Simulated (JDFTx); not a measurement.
# Ag (Fm-3m) in JDFTx: relaxation of the atoms with PBE

Aim: the relaxation of the atoms of Ag with PBE.

All numbers are computed with JDFTx 1.7.0 (patched build); they aren't measurements. Logs are shortened: lines on timing, memory, paths and dates and some standing lists are left out, and cuts for length are marked. The log counts tension as positive stress, the text compression.

## Step 1: The undisturbed crystal

It takes space group Fm-3m (No. 225, cubic). Conventional cell: a = 4.085 Å, b = 4.085 Å, c = 4.085 Å, α = 90.00°, β = 90.00°, γ = 90.00°. Ag (site symmetry m-3m) has 12 Ag at 2.89 Å as nearest neighbours.

## Step 2: Relaxation of the atoms, PBE (relaxed cell strained by -0.01 in Voigt component 4)

Ag.in reads:

```
lattice \
    0.0000000000     3.9114900025     3.9114900025 \
    3.8919325526    -0.0195574499     3.9114900025 \
    3.8919325526     3.9114900025    -0.0195574499
coords-type Lattice
ion Ag     0.0000000000     0.0000000000     0.0000000000 1

ion-species pseudo/Ag.upf
elec-cutoff 41
elec-ex-corr gga-PBE
kpoint-folding 11 11 11
elec-smearing Fermi 0.0018374661
elec-n-bands 15
electronic-SCF nIterations 100 energyDiffThreshold 1e-10
electronic-minimize nIterations 30 energyDiffThreshold 1e-7
forces-output-coords Cartesian
ionic-minimize nIterations 20 energyDiffThreshold 1e-8 knormThreshold 2e-5

dump-name run.$VAR
dump End Ecomponents EigStats BandEigs Kpoints Forces Stress ElecDensity Dtot KEdensity
```

Potentials or basis: PseudoDojo-SR-PBE-0.5-standard.

On the command line:

```sh
jdftx -c 1 -i Ag.in -o Ag.out
```

The log of the run:

```text
*************** JDFTx 1.7.0 (patched build) ***************

Input parsed successfully to the following command list (including defaults):
[... the input with its defaults ...]

---------- Setting up symmetries ----------

Found 8 point-group symmetries of the bravais lattice
Found 8 space-group symmetries with basis
Applied RMS atom displacement 0 bohrs to make symmetries exact.

---------- Initializing the Grid ----------
R =
[            0      3.91149      3.91149  ]
[      3.89193   -0.0195574      3.91149  ]
[      3.89193      3.91149   -0.0195574  ]
unit cell volume = 119.687
G =
[   -0.80317   0.807206   0.807206  ]
[    0.80317  -0.799174   0.799174  ]
[    0.80317   0.799174  -0.799174  ]
Minimum fftbox size, Smin = [  32  32  32  ]
Chosen fftbox size, S = [  32  32  32  ]

---------- Exchange Correlation functional ----------
Initalized PBE GGA exchange.
Initalized PBE GGA correlation.

---------- Setting up pseudopotentials ----------
Width of ionic core gaussian charges (only for fluid interactions / plotting) set to 0

Reading pseudopotential file 'pseudo/Ag.upf':
  'Ag' pseudopotential, 'PBE' functional
  Generated using ONCVPSP code by D. R. Hamann
  19 valence electrons, 4 orbitals, 6 projectors, 1001 radial grid points, with lMax = 2
    4S    l: 0   occupation:  2.0   eigenvalue: -3.493089
    4P    l: 1   occupation:  6.0   eigenvalue: -2.152308
    4D    l: 2   occupation: 10.0   eigenvalue: -0.273545
    5S    l: 0   occupation:  1.0   eigenvalue: -0.161880
  Core radius for overlap checks: 1.53 bohrs.

Initialized 1 species with 1 total atoms.

Folded 1 k-points by 11x11x11 to 1331 k-points.

---------- Setting up k-points, bands, fillings ----------
Reduced to 216 k-points under symmetry.
Computing the number of bands and number of electrons
Calculating initial fillings.
nElectrons:  19.000000   nBands: 15   nStates: 216

----- Setting up reduced wavefunction bases (one per k-point) -----
average nbasis = 1500.790 , ideal nbasis = 1500.775

---------- Setting up ewald sum ----------
Optimum gaussian width for ewald sums = 1.993521 bohr.
Real space sum over 2197 unit cells with max indices [  6  6  6  ]
Reciprocal space sum over 2197 terms with max indices [  6  6  6  ]

---------- Allocating electronic variables ----------
Initializing wave functions:  linear combination of atomic orbitals
Note: number of bands (15) exceeds available atomic orbitals (10)
Ag pseudo-atom occupations:   s ( 2 1 )  p ( 6 )  d ( 10 )
	FillingsUpdate:  mu: +0.611841661  nElectrons: 19.000000
LCAOMinimize: Iter:   0  F: -147.3899140501875706  |grad|_K:  9.560e-04  alpha:  1.000e+00
	FillingsUpdate:  mu: +0.626452396  nElectrons: 19.000000
LCAOMinimize: Iter:   1  F: -147.3999064492961679  |grad|_K:  5.793e-05  alpha:  5.017e-01  linmin:  2.168e-01  cgtest: -1.047e+00
LCAOMinimize: 	Bad step direction: g.d > 0.
[... 8 lines of inner loops ...]
LCAOMinimize: Encountered beta<0, resetting CG.
	FillingsUpdate:  mu: +0.625609190  nElectrons: 19.000000
LCAOMinimize: Iter:   5  F: -147.3999467333000553  |grad|_K:  2.334e-08  alpha:  4.990e-01  linmin: -4.542e-04  cgtest:  3.053e-03
LCAOMinimize: Converged (|Delta F|<1.000000e-06 for 2 iters).

-------- Electronic minimization -----------
Will mix electronic density at each iteration.
	FillingsUpdate:  mu: +0.625609190  nElectrons: 19.000000
	FillingsUpdate:  mu: +0.617049394  nElectrons: 19.000000
SCF: Cycle:  0   F: -147.409196566287733   dF: -9.250e-03   |Residual|: 2.787e-02   |deigs|: 3.025e-01
	FillingsUpdate:  mu: +0.618470732  nElectrons: 19.000000
SCF: Cycle:  1   F: -147.409703572176369   dF: -5.070e-04   |Residual|: 5.826e-03   |deigs|: 7.705e-03
	FillingsUpdate:  mu: +0.618235362  nElectrons: 19.000000
SCF: Cycle:  2   F: -147.409707257117788   dF: -3.685e-06   |Residual|: 2.540e-03   |deigs|: 6.201e-04
	FillingsUpdate:  mu: +0.618054817  nElectrons: 19.000000
SCF: Cycle:  3   F: -147.409707978422205   dF: -7.213e-07   |Residual|: 4.886e-04   |deigs|: 3.480e-04
	FillingsUpdate:  mu: +0.618042944  nElectrons: 19.000000
SCF: Cycle:  4   F: -147.409708015463366   dF: -3.704e-08   |Residual|: 2.212e-04   |deigs|: 1.285e-04
	FillingsUpdate:  mu: +0.618034946  nElectrons: 19.000000
SCF: Cycle:  5   F: -147.409708045169708   dF: -2.971e-08   |Residual|: 1.809e-05   |deigs|: 1.323e-04
	FillingsUpdate:  mu: +0.618035912  nElectrons: 19.000000
SCF: Cycle:  6   F: -147.409708046880382   dF: -1.711e-09   |Residual|: 2.140e-05   |deigs|: 1.056e-04
	FillingsUpdate:  mu: +0.618036497  nElectrons: 19.000000
SCF: Cycle:  7   F: -147.409708047799484   dF: -9.191e-10   |Residual|: 7.436e-06   |deigs|: 3.156e-04
	FillingsUpdate:  mu: +0.618036493  nElectrons: 19.000000
SCF: Cycle:  8   F: -147.409708047868520   dF: -6.904e-11   |Residual|: 9.701e-06   |deigs|: 9.656e-05
	FillingsUpdate:  mu: +0.618036491  nElectrons: 19.000000
SCF: Cycle:  9   F: -147.409708047915046   dF: -4.653e-11   |Residual|: 3.651e-06   |deigs|: 6.638e-05
SCF: Converged (|Delta E|<1.000000e-10 for 2 iters).

Setting wave functions to eigenvectors of Hamiltonian

# Stress tensor in Cartesian coordinates [Eh/a0^3]:
[  -5.0837e-06            0            0  ]
[            0 -8.15324e-06 -9.01152e-06  ]
[            0 -9.01152e-06 -8.15324e-06  ]

# Ionic positions in lattice coordinates:
ion Ag   0.000000000000000   0.000000000000000   0.000000000000000 1

# Forces in Cartesian coordinates:
force Ag  -0.000000000000000   0.000000000000000  -0.000000000000000 1

# Energy components:
   Eewald =     -105.7865341477143915
       EH =       36.3531430555058677
     Eloc =     -113.5069410526239437
      Enl =       -1.8815755709845465
      Exc =      -23.1573406744137671
 Exc_core =        7.6093634487447899
       KE =       52.9603028067308159
-------------------------------------
     Etot =     -147.4095821347551691
       TS =        0.0001259131598685
-------------------------------------
        F =     -147.4097080479150463

IonicMinimize: Iter:   0  F: -147.409708047915046  |grad|_K:  0.000e+00
IonicMinimize: Converged (|grad|_K<2.000000e-05).

#--- Lowdin population analysis ---
# oxidation-state Ag +0.123

Dumping 'run.eigStats' ...
	eMin: -2.769151 at state 0 ( [ +0.000000 +0.000000 +0.000000 ] spin 0 )
	HOMO: +0.617431 at state 29 ( [ +0.000000 +0.272727 -0.272727 ] spin 0 )
	mu  : +0.618036
	LUMO: +0.618921 at state 190 ( [ +0.454545 +0.000000 -0.090909 ] spin 0 )
	eMax: +1.539952 at state 115 ( [ +0.272727 +0.000000 -0.363636 ] spin 0 )
	HOMO-LUMO gap: +0.001490
	Optical gap  : +0.116662 at state 31 ( [ +0.000000 +0.363636 +0.454545 ] spin 0 )
Done!
```

It took 55 s on 1 thread of AMD EPYC 9R14 (Zen 4), shared host; peak memory 0.21 GiB.

What came out:

* Free energy: -4011.2225 eV
* Pressure after relaxing: 0.2 GPa
* Band gap on the k mesh: none (metal or under the smearing width)

Final structure:
```
Ag
1.0
     0.00000    2.05952    2.05952
     2.06987   -0.01035    2.06987
     2.06987    2.06987   -0.01035
Ag
1
Direct
  0.00000 0.00000 0.00000
```

Caveat: the relaxation stopped at its first step, so nothing moved.
